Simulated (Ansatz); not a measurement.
The same path of a periodic cell of 23 atoms, H4C19 (surface graphene monolayer, adsorbate CH4) was run twice with different band settings.

Computed with DFT PBE-D3(BJ), scalar-relativistic, plane waves, PAW (Ansatz). Settings: cutoff 420 eV, k mesh 2x2x1, gaussian smearing 0.02 eV, no spin polarisation.

Relaxed end points:

```xyz
23
Lattice="7.3980 0.0000 0.0000 -3.6990 6.4069 0.0000 0.0000 0.0000 13.0000" Properties=species:S:1:pos:R:3
C -0.021 -0.001 0.727
C 1.226 0.719 0.729
C -1.241 2.144 0.730
C -0.021 2.848 0.728
C -2.473 4.264 0.727
C -1.241 4.975 0.729
C 2.458 0.008 0.729
C 3.678 0.713 0.729
C 1.226 2.129 0.726
C 2.458 2.840 0.722
C -0.021 4.271 0.727
C 1.226 4.991 0.723
C 4.925 -0.007 0.727
C 6.157 0.704 0.729
C 3.678 2.135 0.727
C 4.925 2.855 0.728
C 2.458 4.279 0.718
C 3.678 4.984 0.722
C 2.545 4.235 4.168
H 3.156 5.075 3.821
H 1.517 4.362 3.810
H 2.954 3.300 3.772
H 2.551 4.204 5.263
```

```xyz
23
Lattice="7.3980 0.0000 0.0000 -3.6990 6.4069 0.0000 0.0000 0.0000 13.0000" Properties=species:S:1:pos:R:3
C -0.007 -0.007 0.727
C 1.225 0.704 0.729
C -1.254 2.135 0.727
C -0.007 2.855 0.729
C -2.474 4.279 0.730
C -1.254 4.984 0.728
C 2.445 0.000 0.727
C 3.692 0.719 0.723
C 1.225 2.144 0.729
C 2.445 2.849 0.729
C -0.007 4.264 0.726
C 1.225 4.975 0.722
C 4.924 0.008 0.718
C 6.144 0.713 0.722
C 3.692 2.129 0.727
C 4.924 2.840 0.729
C 2.445 4.270 0.727
C 3.692 4.991 0.728
C 1.312 6.370 4.168
H 1.923 7.210 3.821
H 0.284 6.498 3.810
H 1.721 5.435 3.772
H 1.318 6.339 5.263
```

Common settings: climbing image yes; end points relaxed.

| run | movable images | spring | optimiser | start path | force threshold | iteration limit |
| --- | --- | --- | --- | --- | --- | --- |
| 1 | 5 | 1.0 eV/Å² | lbfgs | IDPP | 0.03 eV/Å | 31 |
| 2 | 2 | 5.0 eV/Å² | quadratic models (default) | default | 0.05 eV/Å | 50 |

(1) What does each run give, and how far can it be trusted?

## Answers

(1) Run 1: converged after 17 iterations, highest image 0.001 eV above the first end. The top lies less than 8 meV above the higher end, about what the thresholds resolve: that end is a shoulder or a very shallow well. By the program's own check the climbing image is of a kind that is not told: the force calls were inconclusive, a negative curvature could not be distinguished from the path's own, the only one lies far off the path, or fixed occupations may fill a level only in part (lowest curvatures found: -3.97 and 0.01 eV/Å²).
Run 2: converged after 3 iterations, highest image 0.001 eV above the first end. The top lies less than 8 meV above the higher end, about what the thresholds resolve: that end is a shoulder or a very shallow well. The order of the stationary point at the top wasn't checked. So few images can step over the top or miss a turn of the path.
Limits of this set-up: slab without dipole correction.
